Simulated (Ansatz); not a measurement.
System: AlP (zinc blende type), 2 atoms in the cell.

```
Al P
1.0
     0.00000    2.75500    2.75500
     2.75500    0.00000    2.75500
     2.75500    2.75500    0.00000
Al P
1 1
Direct
  0.00000 0.00000 0.00000
  0.25000 0.25000 0.25000
```

All numbers below come from Ansatz 0.2.0 development build, r²SCAN, plane waves, PAW datasets (generated soft set 1).

Cutoff 500 eV; k-mesh 6×6×6 Γ-centred; Fermi–Dirac smearing of 0.02 eV; no spin polarisation.

**Question.** How large is the gap on this mesh, is it direct, and where do the band edges lie (fractions of the reciprocal vectors of this cell)?

**Answer.** 1.95 eV, indirect from (0.000, 0.000, 0.000) to (0.000, -0.500, -0.500); the smallest direct gap is 3.75 eV.

**Question.** List the levels near the gap at (0.000, 0.000, 0.000), (0.000, 0.167, 0.333), (0.000, 0.167, -0.500), (0.000, 0.167, -0.333), (0.000, 0.167, -0.167), (0.000, -0.500, -0.500), in eV from the top of the valence band (v1 is the highest filled band, c1 the lowest empty one).

**Answer.** 
```csv
k,v4,v3,v2,v1,c1,c2,c3
"(0.000, 0.000, 0.000)",-11.84,0.00,0.00,0.00,3.75,4.92,4.92
"(0.000, 0.167, 0.333)",-10.78,-3.62,-1.33,-1.18,3.78,5.36,6.20
"(0.000, 0.167, -0.500)",-10.04,-5.20,-1.99,-1.21,3.70,5.49,6.34
"(0.000, 0.167, -0.333)",-10.25,-4.80,-2.22,-0.84,4.13,5.53,6.05
"(0.000, 0.167, -0.167)",-11.05,-3.05,-1.61,-0.32,4.73,5.45,5.70
"(0.000, -0.500, -0.500)",-9.50,-5.34,-2.13,-2.13,1.95,2.84,11.73
```

A gap read on the mesh is an upper bound of this method's gap, since the mesh can miss a band edge. Semilocal functionals give gaps that mostly lie well below measured ones.
